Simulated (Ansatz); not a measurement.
**Band transport in SbSe**

These are results of DFT PBE, scalar-relativistic, plane waves, PAW in Ansatz, not measurements. Cutoff 420 eV, 12×12×12 k-points (Γ-centred), Fermi-Dirac smearing of 0.15 eV. No spin polarisation.

Relaxed structure:
```
Sb Se
1.0
     0.00000    3.00157    3.00157
     3.00157    0.00000    3.00157
     3.00157    3.00157    0.00000
Sb Se
1 1
Direct
  0.00000 0.00000 0.00000
  0.50000 0.50000 0.50000
```

The cell was built by swapping an element in a database structure (itself possibly hypothetical) and relaxing; it need not be the stable form of this composition. In a metal these results depend on the k mesh and the smearing. Spin polarisation was left out, and a magnetic state may lie lower. Spin–orbit coupling is left out, which matters for heavy elements. A semilocal functional can close a gap that the real compound has.

Constant relaxation time and rigid bands. The levels are interpolated over the whole zone and filled by a Fermi function at the stated temperature, with the chemical potential set by the electron count. Seebeck coefficients of a few μV/K are small differences and uncertain even in sign.

(1) Give the Drude plasma energies, the density of states at the chemical potential and σ/τ at 300 K.

(2) And the Seebeck coefficient (μV/K)?

Results:

(1)
* Plasma energy xx, yy, zz: 9.43, 9.43, 9.43 eV
* Density of states (thermally broadened): 1.35 states/eV/cell
* Conductivity over τ, xx, yy, zz: 18.2, 18.2, 18.2 ×10²⁰ (Ω·m·s)⁻¹

(2)
```tsv
T (K)	Sxx	Syy	Szz
300	-6.1	-6.1	-6.1
600	-12.8	-12.8	-12.8
900	-19.9	-19.9	-19.9
```